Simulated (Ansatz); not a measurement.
# SiC: band gap under strain

Aim: follow the gap of SiC (zincblende) through these states: +2.0 % strain along z alone; +3.0 % strain along z alone; +4.0 % strain along z alone. The table at the end shows which levels were run.

The runs shown are made with Ansatz 0.2.0. PAW datasets, plane waves. The values are computed, spin-unpolarised, and not measurements.

**1. Starting point**

The unstrained cell was relaxed with r2SCAN; in each strained cell the atoms were relaxed again with r2SCAN. Names of k-points are those of the unstrained zone, where strain can split equivalent points. First state: +2.0 % strain along z alone.

The symmetry is I-4m2 (No. 119, tetragonal); conventional cell a = 3.080 Å, c = 4.443 Å, 10.54 Å³ an atom. Around Si lie 4 C at 1.90 Å; around C lie 4 Si at 1.90 Å.

Coordinates:

```xyz
2
Lattice="0.0000 2.1781 2.2216 2.1781 0.0000 2.2216 2.1781 2.1781 0.0000" Properties=species:S:1:pos:R:3 pbc="T T T"
Si    0.0000    0.0000    0.0000
C     1.0890    1.0890    1.1108
```

From earlier runs on the unstrained cell: PBE 1.36 eV, r2SCAN 1.71 eV, HSE06 2.23 eV, G0W0 2.17 eV (on its mesh); a = 4.356 Å.

**2. +2.0 % strain along z alone: PBE**

Contents of input.yaml:

```yaml
crystal:
  lattice:
    - [0.0, 2.178052351, 2.2216133981]
    - [2.178052351, 0.0, 2.2216133981]
    - [2.178052351, 2.178052351, 0.0]
  atoms:
    - { symbol: Si, position: [0.0, 0.0, 0.0] }
    - { symbol: C, position: [0.25, 0.25, 0.25] }
kpoints:
  mp_grid: { grid: [10, 10, 10] }
  band_path:
    path:
      - [0.0, 0.0, 0.0]
      - [-0.5, -0.5, 0.0]
      - [-0.375, -0.375, 0.25]
      - [-0.375, 0.0, 0.375]
      - [0.0, 0.0, 0.5]
      - [-0.5, -0.25, 0.25]
      - [0.0, 0.5, 0.5]
    npoints: 1
hamiltonian:
  xc: pbe
scf:
  occupations: { method: fermi_dirac, width: 0.02 }
  n_extra_bands: 4
output:
  forces: true
  stress: true
  eigenvalues: true
```

Command:

```console
> ansatz run input.yaml --threads 2 --pin off --max-ram 20275MiB --backend cpu --events-out ev --progress --plain --runs-dir out
```

The runs that follow: +2.0 % strain along z alone: r2SCAN; +2.0 % strain along z alone: HSE06; +2.0 % strain along z alone: r2SCAN; +2.0 % strain along z alone: G0W0@PBE; +3.0 % strain along z alone: PBE; +3.0 % strain along z alone: r2SCAN; +3.0 % strain along z alone: HSE06; +3.0 % strain along z alone: r2SCAN; +3.0 % strain along z alone: G0W0@PBE; +4.0 % strain along z alone: PBE; +4.0 % strain along z alone: r2SCAN; +4.0 % strain along z alone: HSE06; +4.0 % strain along z alone: r2SCAN; +4.0 % strain along z alone: G0W0@PBE.

Before running it: what results should come out?

As calculated:

Least gap in eV (negative: overlap), with the change from the unstrained cell in brackets. G0W0 is on its own coarse mesh.

| state | volume change (%) | PBE | r2SCAN | HSE06 | G0W0 |
| --- | --- | --- | --- | --- | --- |
| +2.0 % strain along z alone | +2.0 | 1.27 (-0.09) | 1.62 (-0.09) | 2.13 (-0.10) | 2.07 (-0.10) |
| +3.0 % strain along z alone | +3.0 | 1.23 (-0.13) | 1.57 (-0.14) | 2.08 (-0.15) | 2.02 (-0.15) |
| +4.0 % strain along z alone | +4.0 | 1.19 (-0.17) | 1.53 (-0.18) | 2.04 (-0.19) | 1.97 (-0.20) |

In words: The largest move of the HSE06 gap in the table is -0.189 eV, under +4.0 % strain along z alone. PBE and HSE06 differ by 0.87 eV on the unstrained gap, and by at most 0.02 eV on its change: PBE follows the response to strain far better than the gap itself. No extrapolation in bands, cutoff or mesh was made for G0W0.
